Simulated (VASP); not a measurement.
# Ti (Fm-3m) in VASP: notebook

One crystal, Ti, is run at these levels: PBE+D3(BJ), PBEsol; tasks: relaxation of cell and atoms, single point.

Everything below comes from runs of VASP 6.6.1. Logs are shortened: lines on timing, memory, paths and dates and some standing lists are left out, and cuts for length are marked.

## (1) Starting point

The structure is cubic, space group Fm-3m (No. 225). Conventional cell: a = 4.109 Å, b = 4.109 Å, c = 4.109 Å, α = 90.00°, β = 90.00°, γ = 90.00°. Ti (site symmetry m-3m) has 12 Ti at 2.91 Å as nearest neighbours.

This isn't the form of Ti at room conditions, which is hcp.

## (2) Relaxation of cell and atoms, PBE+D3(BJ)

Input file INCAR:

```
PREC = Accurate ; ENCUT = 600
EDIFF = 1E-7 ; ISMEAR = 0
SIGMA = 0.1 ; LREAL = F
LASPH = T ; NELM = 60
ALGO = Normal ; ISIF = 3
LWAVE = F ; LCHARG = F
GGA = PE ; IVDW = 12
IBRION = 2 ; NSW = 90
EDIFFG = -0.005
```

Input file KPOINTS:

```
regular mesh
0
Gamma
  18 18 18
```

Input file POSCAR:

```
Ti
1.0
    0.0000000000      2.0545745400      2.0545745400
    2.0545745400      0.0000000000      2.0545745400
    2.0545745400      2.0545745400      0.0000000000
Ti
1
Direct
    0.0000000000      0.0000000000      0.0000000000
```

Potentials or basis: VASP PAW PBE potentials, release 64 (Ti_sv).

Launch:

```
> cat potpaw_PBE.64/Ti_sv/POTCAR > POTCAR
> mpirun -np 1 vasp_std > vasp.out
```

OUTCAR:

```text
PREC = Accurate
   ENCUT = 600
   EDIFF = 1E-7
   ISMEAR = 0
   LREAL = F
   LASPH = T
   NELM = 60
   ISIF = 3
   GGA = PE
   IVDW = 12
   IBRION = 2
   NSW = 90
   EDIFFG = -0.005
 IVDW          = 12

 ion  position               nearest neighbor table
   1  0.000  0.000  0.000-

  LATTYP: Found a face centered cubic cell.
 ALAT       =     4.1091490800

  Lattice vectors:

 A1 = (   0.0000000000,   2.0545745400,   2.0545745400)
 A2 = (   2.0545745400,   0.0000000000,   2.0545745400)
 A3 = (   2.0545745400,   2.0545745400,   0.0000000000)

Analysis of symmetry for initial positions (statically):
=====================================================================
 Subroutine PRICEL returns:
 Original cell was already a primitive cell.

 Routine SETGRP: Setting up the symmetry group for a
 face centered cubic supercell.

 Subroutine GETGRP returns: Found 48 space group operations
 (whereof 48 operations were pure point group operations)
 out of a pool of 48 trial point group operations.

The static configuration has the point symmetry O_h .

Analysis of symmetry for dynamics (positions and initial velocities):
=====================================================================
 Subroutine PRICEL returns:
 Original cell was already a primitive cell.

 Routine SETGRP: Setting up the symmetry group for a
 face centered cubic supercell.

 Subroutine GETGRP returns: Found 48 space group operations
 (whereof 48 operations were pure point group operations)
 out of a pool of 48 trial point group operations.

The dynamic configuration has the point symmetry O_h .

 Subroutine INISYM returns: Found 48 space group operations
 (whereof 48 operations are pure point group operations),
 and found     1 'primitive' translations

----------------------------------------------------------------------------------------

                                     Primitive cell

  volume of cell :      17.3459

  direct lattice vectors                    reciprocal lattice vectors
     0.000000000  2.054574540  2.054574540    -0.243359387  0.243359387  0.243359387
     2.054574540  0.000000000  2.054574540     0.243359387 -0.243359387  0.243359387
     2.054574540  2.054574540  0.000000000     0.243359387  0.243359387 -0.243359387

  length of vectors
     2.905607179  2.905607179  2.905607179     0.421510822  0.421510822  0.421510822

  position of ions in fractional coordinates (direct lattice)
     0.000000000  0.000000000  0.000000000

  ion indices of the primitive-cell ions
[... 66 lines left out ...]
   ISTART =      0    job   : 0-new  1-cont  2-samecut
   ICHARG =      2    charge: 1-file 2-atom 10-const
   ISPIN  =      1    spin polarized calculation?
   LNONCOLLINEAR =      F non collinear calculations
   LSORBIT =      F    spin-orbit coupling
   LASPH  =      T    aspherical Exc in radial PAW
   ENCUT  =  600.0 eV  44.10 Ry    6.64 a.u.   5.80  5.80  5.80*2*pi/ulx,y,z
   NELM   =     60;   NELMIN=  2; NELMDL= -5     # of ELM steps
   EDIFF  = 0.1E-06   stopping-criterion for ELM
   LREAL  =      F    real-space projection
   EDIFFG = -.5E-02   stopping-criterion for IOM
   NSW    =     90    number of steps for IOM
   IBRION =      2    ionic relax: 0-MD 1-quasi-New 2-CG
   NFREE  =      1    steps in history (QN), initial steepest desc. (CG)
   ISIF   =      3    stress and relaxation
   ISYM   =      2    0-nonsym 1-usesym 2-fastsym
   POTIM  = 0.5000    time-step for ionic-motion
   TEBEG  =    0.0;   TEEND  =   0.0 temperature during run
   PSTRESS=    0.0 pullay stress
   NELECT =      12.0000    total number of electrons
   NUPDOWN=      -1.0000    fix difference up-down
   EMIN   =  10.00;   EMAX   =-10.00  energy-range for DOS
   EFERMI =   0.00;   METHOD = LEGACY
   ISMEAR =     0;   SIGMA  =   0.10  broadening in eV -4-tet -1-fermi 0-gaus
   EFERMI_NEDOS =   21; number of points for ismear=-14 and -15
   IALGO  =     38    algorithm
   IMIX   =      4    mixing-type and parameters
     AMIX     =   0.40;   BMIX     =  1.00
     AMIX_MAG =   1.60;   BMIX_MAG =  1.00
  volume/ion in A,a.u.               =      17.35       117.06
  Fermi-wavevector in a.u.,A,eV,Ry     =   1.447894  2.736122 28.523202  2.096396
  Thomas-Fermi vector in A             =   2.565797
   LORBIT       =      0    0 simple, 1 ext, 2 COOP (PROOUT), +10 PAW based schemes
   GGA     = PE    functional components
   LHFCALC =     F    Hartree Fock is set to
   AEXX    =    0.0000 exact exchange contribution
   IVDW    =    12    specifies the selected vdW correction
   LEPSILON=     F    determine dielectric tensor
   LRPA    =     F    only Hartree local field effects (RPA)
 conjugate gradient relaxation of ions
 non-spin polarized calculation
 Gauss-broadening in eV      SIGMA  =   0.10
  energy-cutoff  :      600.00
  volume of cell :       17.35
 maximum number of plane-waves:       589
   NGX = 11   NGY = 11   NGZ = 11

--------------------------------------- Ionic step        1  -------------------------------------------

 number of electron      12.0000002 magnetization

 Free energy of the ion-electron system (eV)
  ---------------------------------------------------
  ext. energy  EPLUGINS =         0.00000000
  ---------------------------------------------------
  free energy    TOTEN  =        -7.78185445 eV

  energy without entropy =       -7.77304225  energy(sigma->0) =       -7.77744835

------------------------ aborting loop because EDIFF is reached ----------------------------------------

 Edisp (eV)   -0.60250

 E8    (eV) :    -0.2859
[... 69 lines left out ...]
--------------------------------------- Ionic step        3  -------------------------------------------

 number of electron      12.0000001 magnetization

 Free energy of the ion-electron system (eV)
  ---------------------------------------------------
  ext. energy  EPLUGINS =         0.00000000
  ---------------------------------------------------
  free energy    TOTEN  =        -7.76368108 eV

  energy without entropy =       -7.75534974  energy(sigma->0) =       -7.75951541

 E-fermi :   8.8437     XC(G=0): -11.7693

 val. band max:        8.8423660733   @ k =  -0.3333   0.3333   0.1111
 cond. band min:       8.8446999639   @ k =  -0.1111   0.1667   0.0556
 fundamental gap:      0.0023338906
 Fermi energy:         8.8436996422

 k-point     1 :       0.0000    0.0000    0.0000
  band No.  band energies     occupation
      1     -47.7724      2.00000
      2     -23.5605      2.00000
      3     -23.5605      2.00000
      4     -23.5605      2.00000
      5       2.6131      2.00000
      6       9.7512      0.00000
      7       9.7512      0.00000
      8       9.7512      0.00000
      9      11.5141      0.00000
     10      11.5141      0.00000
[... 287 lines left out ...]
 k-point    24 :      -0.2222    0.0556    0.0000
  band No.  band energies     occupation
      1     -47.6975      2.00000
      2     -23.9496      2.00000
      3     -23.6349      2.00000
      4     -23.6003      2.00000
      5       4.4461      2.00000
      6       8.8881      0.53032
      7       9.9980      0.00000
      8      10.1042      0.00000
      9      11.2967      0.00000
     10      11.8191      0.00000

 [... further k-points ...]

------------------------ aborting loop because EDIFF is reached ----------------------------------------

 Edisp (eV)   -0.63859

 E8    (eV) :    -0.3033
[... 24 lines left out ...]
  FREE ENERGIE OF THE ION-ELECTRON SYSTEM (eV)
  ---------------------------------------------------
  free  energy   TOTEN  =        -8.4022727907 eV

  energy  without entropy=       -8.3939414522  energy(sigma->0) =       -8.39810712

 reached required accuracy - stopping structural energy minimisation
```

CONTCAR:

```text
Ti
   1.00000000000000
    -0.0000000000000000    2.0167375893345096    2.0167375893345101
     2.0167375893345101    0.0000000000000000    2.0167375893345101
     2.0167375893345101    2.0167375893345096    0.0000000000000000
  Ti
     1
Direct
     0.0000000000000000    0.0000000000000000    0.0000000000000000

  0.00000000E+00  0.00000000E+00  0.00000000E+00
```

Wall time 38 s (1 thread of Intel Xeon 6975P-C (Granite Rapids), shared host); peak memory 0.18 GiB.

What came out:

```yaml
Free_energy: -8.4023 eV
Relaxed_volume: 16.41 Å³/atom
Relaxed_cell: a = 2.852 Å, b = 2.852 Å, c = 2.852 Å, α = 60.00°, β = 60.00°, γ = 60.00°
Space_group_after_relaxing_to_0.05_Å: Fm-3m (No. 225)
Energy_gained_by_relaxing: 17.9 meV/atom
Ionic_steps: 3
Pressure_after_relaxing: 0.0 GPa
Band_gap_on_the_k_mesh: none (metal or under the smearing width)
Dispersion_energy_per_atom: -0.639 eV
```

Step by step:
```
step  energy change (eV)  largest force (eV/Å)  pressure (GPa)  volume (Å³)
   1              0.0000                0.0000           -5.85        17.35
   2             -0.0097                0.0000            4.54        15.80
   3             -0.0179                0.0000           -0.02        16.41
```

Final structure:
```
Ti
1.0
     0.00000    2.01674    2.01674
     2.01674    0.00000    2.01674
     2.01674    2.01674    0.00000
Ti
1
Direct
  0.00000 0.00000 0.00000
```

Caveat: pairwise dispersion overbinds metals, which lowers pressure and volume.

## (3) Relaxation of cell and atoms, PBEsol

Input file INCAR:

```
PREC = Accurate ; ENCUT = 300
EDIFF = 1E-7 ; ISMEAR = 0
SIGMA = 0.1 ; LREAL = F
LASPH = T ; NELM = 60
ALGO = Normal ; ISIF = 3
LWAVE = F ; LCHARG = F
GGA = PS ; IBRION = 2
NSW = 90 ; EDIFFG = -0.005
```

KPOINTS is that of step 2.

POSCAR is that of step 2.

Potentials or basis: VASP PAW PBE potentials, release 64 (Ti_sv).

Launch:

```
> cat potpaw_PBE.64/Ti_sv/POTCAR > POTCAR
> mpirun -np 1 vasp_std > vasp.out
```

It took 14 s on 1 thread of Intel Xeon 6975P-C (Granite Rapids), shared host; peak memory 0.12 GiB.

These settings aren't checked as converged: the numbers below hold their error.

What came out:

* Free energy: -8.2716 eV
* Relaxed volume: 16.64 Å³/atom
* Relaxed cell: a = 2.866 Å, b = 2.866 Å, c = 2.866 Å, α = 60.00°, β = 60.00°, γ = 60.00°
* Space group after relaxing (to 0.05 Å): Fm-3m (No. 225)
* Energy gained by relaxing: 10.1 meV/atom
* Ionic steps: 3
* Band gap on the k mesh: none (metal or under the smearing width)

Caveat: the cutoff is under 1.25 times the usual one of these potentials, so pressure, stress and relaxed cells hold a basis-set (Pulay) error; the PAW data sets were made with another functional, which shifts forces and pressure a little.

## (4) Relaxation of cell and atoms, PBEsol

Edit INCAR of step 3 so:

```diff
@@ -1,2 +1,2 @@
-PREC = Accurate ; ENCUT = 300
+PREC = Accurate ; ENCUT = 600
 EDIFF = 1E-7 ; ISMEAR = 0
```

Input file KPOINTS:

```
regular mesh
0
Gamma
  6 6 6
```

POSCAR is that of step 3.

Potentials or basis: VASP PAW PBE potentials, release 64 (Ti_sv).

Launch:

```
> cat potpaw_PBE.64/Ti_sv/POTCAR > POTCAR
> mpirun -np 1 vasp_std > vasp.out
```

OUTCAR:

```text
PREC = Accurate
   ENCUT = 600
   EDIFF = 1E-7
   ISMEAR = 0
   LREAL = F
   LASPH = T
   NELM = 60
   ISIF = 3
   GGA = PS
   IBRION = 2
   NSW = 90
   EDIFFG = -0.005

 ion  position               nearest neighbor table
   1  0.000  0.000  0.000-

  LATTYP: Found a face centered cubic cell.
 ALAT       =     4.1091490800

  Lattice vectors:

 A1 = (   0.0000000000,   2.0545745400,   2.0545745400)
 A2 = (   2.0545745400,   0.0000000000,   2.0545745400)
 A3 = (   2.0545745400,   2.0545745400,   0.0000000000)

Analysis of symmetry for initial positions (statically):
=====================================================================
 Subroutine PRICEL returns:
 Original cell was already a primitive cell.

 Routine SETGRP: Setting up the symmetry group for a
 face centered cubic supercell.

 Subroutine GETGRP returns: Found 48 space group operations
 (whereof 48 operations were pure point group operations)
 out of a pool of 48 trial point group operations.

The static configuration has the point symmetry O_h .

Analysis of symmetry for dynamics (positions and initial velocities):
[... 140 lines left out ...]

 number of electron      12.0000002 magnetization

 Free energy of the ion-electron system (eV)
  ---------------------------------------------------
  ext. energy  EPLUGINS =         0.00000000
  ---------------------------------------------------
  free energy    TOTEN  =        -8.27414881 eV

  energy without entropy =       -8.26006989  energy(sigma->0) =       -8.26710935

------------------------ aborting loop because EDIFF is reached ----------------------------------------

  FORCE on cell =-STRESS in cart. coord.  units (eV):
  Direction    XX          YY          ZZ          XY          YZ          ZX
  --------------------------------------------------------------------------------------
  -------------------------------------------------------------------------------------
  Total       -0.4185107     -0.4185107     -0.4185107     -0.0000000      0.0000000      0.0000000
  in kB      -38.6563993    -38.6563993    -38.6563993     -0.0000000      0.0000000      0.0000000
  external PRESSURE =     -38.6563993 kB  Pullay stress =       0.0000000 kB
[... 57 lines left out ...]
--------------------------------------- Ionic step        3  -------------------------------------------

 number of electron      12.0000002 magnetization

 Free energy of the ion-electron system (eV)
  ---------------------------------------------------
  ext. energy  EPLUGINS =         0.00000000
  ---------------------------------------------------
  free energy    TOTEN  =        -8.28166580 eV

  energy without entropy =       -8.26773272  energy(sigma->0) =       -8.27469926

 E-fermi :   8.4579     XC(G=0): -11.8168

 val. band max:        8.4092071583   @ k =  -0.3333   0.3333   0.1667
 cond. band min:       8.4971569933   @ k =   0.3333   0.0000   0.0000
 fundamental gap:      0.0879498350
 Fermi energy:         8.4578952820

 k-point     1 :       0.0000    0.0000    0.0000
  band No.  band energies     occupation
      1     -47.9543      2.00000
      2     -23.8616      2.00000
      3     -23.8616      2.00000
      4     -23.8616      2.00000
      5       2.3066      2.00000
      6       9.3698      0.00000
      7       9.3698      0.00000
      8       9.3698      0.00000
      9      11.0758      0.00000
     10      11.0758      0.00000
[... 221 lines left out ...]
  FREE ENERGIE OF THE ION-ELECTRON SYSTEM (eV)
  ---------------------------------------------------
  free  energy   TOTEN  =        -8.2816657988 eV

  energy  without entropy=       -8.2677327207  energy(sigma->0) =       -8.27469926

 reached required accuracy - stopping structural energy minimisation
```

Run time: 7.9 s. Hardware: 1 thread of Intel Xeon 6975P-C (Granite Rapids), shared host; peak memory 0.14 GiB.

What came out:

```
Free energy                            : -8.2817 eV
Relaxed volume                         : 16.74 Å³/atom
Relaxed cell                           : a = 2.871 Å, b = 2.871 Å, c = 2.871 Å, α = 60.00°, β = 60.00°, γ = 60.00°
Space group after relaxing (to 0.05 Å) : Fm-3m (No. 225)
Energy gained by relaxing              : 7.5 meV/atom
Ionic steps                            : 3
Pressure after relaxing                : 0.0 GPa
Band gap on the k mesh                 : none (metal or under the smearing width)
```

The path:
| step | energy change (eV) | largest force (eV/Å) | pressure (GPa) | volume (Å³) |
| --- | --- | --- | --- | --- |
| 1 | 0.0000 | 0.0000 | -3.87 | 17.35 |
| 2 | -0.0036 | 0.0000 | 3.08 | 16.32 |
| 3 | -0.0075 | 0.0000 | 0.00 | 16.74 |

Final structure:
```xyz
1
Lattice="0.0000 2.0303 2.0303 2.0303 0.0000 2.0303 2.0303 2.0303 0.0000" Properties=species:S:1:pos:R:3 pbc="T T T"
Ti    0.0000    0.0000    0.0000
```

Caveat: the k mesh is coarse (spacing up to 0.44 Å⁻¹), so the values aren't converged; the PAW data sets were made with another functional, which shifts forces and pressure a little.

## (5) Single point, PBEsol

Input file INCAR:

```
PREC = Accurate
ENCUT = 520
EDIFF = 1E-6
ISMEAR = 0
SIGMA = 0.1
LREAL = F
LASPH = T
NELM = 60
ALGO = Normal
ISIF = 2
LWAVE = F
LCHARG = F
GGA = PS
```

Input file KPOINTS:

```
regular mesh
0
Gamma
  18 18 18
```

POSCAR is that of step 4.

Launch:

```
> cat potpaw_PBE.64/Ti_sv/POTCAR > POTCAR
> mpirun -np 1 vasp_std > vasp.out
```

Wall time 12 s (1 thread of Intel Xeon 6975P-C (Granite Rapids), shared host); peak memory 0.16 GiB.

It converged, with:

* Free energy: -8.2777 eV
* Pressure: -4.4 GPa
* Band gap on the k mesh: none (metal or under the smearing width)

Levels at points of the mesh, in eV from the Fermi level:
| k point | band 3 | band 4 | band 5 | band 6 | band 7 | band 8 | band 9 | band 10 |
| --- | --- | --- | --- | --- | --- | --- | --- | --- |
| (0.00, 0.00, 0.00) | -32.43 | -32.43 | -6.10 | 0.88 | 0.88 | 0.88 | 2.50 | 2.50 |
| (0.50, 0.00, 0.00) | -32.52 | -32.52 | -2.60 | 0.65 | 0.75 | 0.75 | 3.59 | 3.59 |
| (0.50, 0.50, 0.00) | -32.67 | -32.67 | -2.59 | -1.72 | 2.84 | 3.57 | 3.88 | 3.88 |

Caveat: the PAW data sets were made with another functional, which shifts forces and pressure a little.

## (6) Summary

| task | level | cell | k mesh | cutoff (eV) | mesh quality | gap on the mesh (eV) | pressure (GPa) | relaxed volume (Å³/atom) |
| --- | --- | --- | --- | --- | --- | --- | --- | --- |
| relaxation of cell and atoms | PBE+D3(BJ) | relaxed | 18 × 18 × 18 | 600 | not flagged | none | 0.0 | 16.41 |
| relaxation of cell and atoms | PBEsol | relaxed | 6 × 6 × 6 | 600 | coarse | none | 0.0 | 16.74 |
| single point | PBEsol | as given | 18 × 18 × 18 | 520 | not flagged | none | -4.4 | - |

Alike in all rows: potentials or basis VASP PAW PBE potentials, release 64 (Ti_sv); no spin polarisation; smearing gaussian 0.1 eV.

Caveats: some runs use coarse meshes; the PAW data sets were made with another functional, which shifts forces and pressure a little (some runs); pairwise dispersion overbinds metals, which lowers pressure and volume (some runs).

Absolute energies hang on the potentials; compare differences alone.
